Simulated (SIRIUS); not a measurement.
**Pb under changes of volume**

One of the cells (29.900 Å³/atom); the others are scaled copies at fixed shape and fractional positions:

```
Pb
1.0
     3.50305    0.00000    0.00000
    -1.75152    3.03373    0.00000
     0.00000    0.00000    5.62702
Pb
2
Direct
  0.66667 0.33333 0.75000
  0.33333 0.66667 0.25000
```

This isn't the form of Pb at room conditions, which is fcc.

| Quantity | Value |
| --- | --- |
| Program | SIRIUS 7.10.0 |
| Functional | PBE |
| Potentials or basis | PseudoDojo 0.4.1 PBE standard (scalar relativistic) |
| Cutoff | 765 eV |
| Density cutoff | 3061 eV |
| k mesh | 9 × 9 × 5 |
| Occupations | fermi-dirac, width 0.05 eV |
| Spin | no spin polarisation |

| volume (Å³/atom) | energy over the lowest point (meV/atom) | pressure (GPa) |
| --- | --- | --- |
| 27.555 | 94.67 | 8.2 |
| 28.141 | 67.44 | 6.7 |
| 28.727 | ? | ? |
| 29.900 | 15.47 | 3.1 |
| 30.486 | 6.13 | 2.1 |
| 31.073 | 0.00 | 1.3 |

**Question.** What does the run at 28.727 Å³/atom give?

**Answer.** Energy over the lowest point 45.58 meV/atom; pressure 5.4 GPa.

Worked out: A Birch-Murnaghan fit of order 3 (a polynomial in V^(-2/3)) to the other rows has no minimum within the range. It gives 45.59 meV/atom at 28.727 Å³/atom, against the run's 45.58, and -dE/dV = 5.3 GPa, against 5.4.

Energies are extrapolated to zero smearing.
